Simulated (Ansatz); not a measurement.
Theory: Ansatz 0.2.0, DFT PBE, scalar-relativistic, plane waves, PAW. Settings: cutoff 420 eV, Γ-centred meshes spaced at most about 0.3 Å⁻¹, and about 0.25 Å⁻¹ or finer for metals (2π included), Gaussian smearing. No spin polarisation.

Temperature and zero-point effects are left out.

Question: Order these relaxed structures of Li₃Br by energy, lowest first, with the energy over the lowest of them.
A.

```
Li Br
1.0
     3.03891    1.75452    3.05755
    -3.03891    1.75452    3.05755
     0.00000   -3.50903    3.05755
Li Br
3 1
Direct
  0.50000 0.20518 0.79482
  0.20518 0.79482 0.50000
  0.79482 0.50000 0.20518
  0.00000 0.00000 0.00000
```

B.

```
Li Br
1.0
     5.04979    0.00000    0.00000
     0.00000    5.04979    0.00000
     0.00000    0.00000    5.04979
Li Br
3 1
Direct
  0.50000 0.00000 0.00000
  0.00000 0.50000 0.00000
  0.00000 0.00000 0.50000
  0.00000 0.00000 0.00000
```

C.

```
Li Br
1.0
     3.56235    0.00000    0.00000
     0.00000    5.76248    0.00000
     0.00000    0.00000    6.38789
Li Br
3 1
Direct
  0.00000 0.76119 0.31867
  0.00000 0.23881 0.31867
  0.50000 0.00000 0.71115
  0.00000 0.00000 0.98484
```

Answer: A (0 meV/atom), C (57 meV/atom), B (174 meV/atom). Forms: A R32; C Pmm2; B anti-ReO3 type, Pm-3m. Counting Li atoms around Br (those within 1.25 times the shortest such distance or 1.15 times the sum of covalent radii): A has Br 6; C has Br 4; B has Br 6. All come from invented guesses.

Cells relaxed within their symmetry can be saddle points. Some types were kept out of the candidates beforehand, so the set may lack a known form.
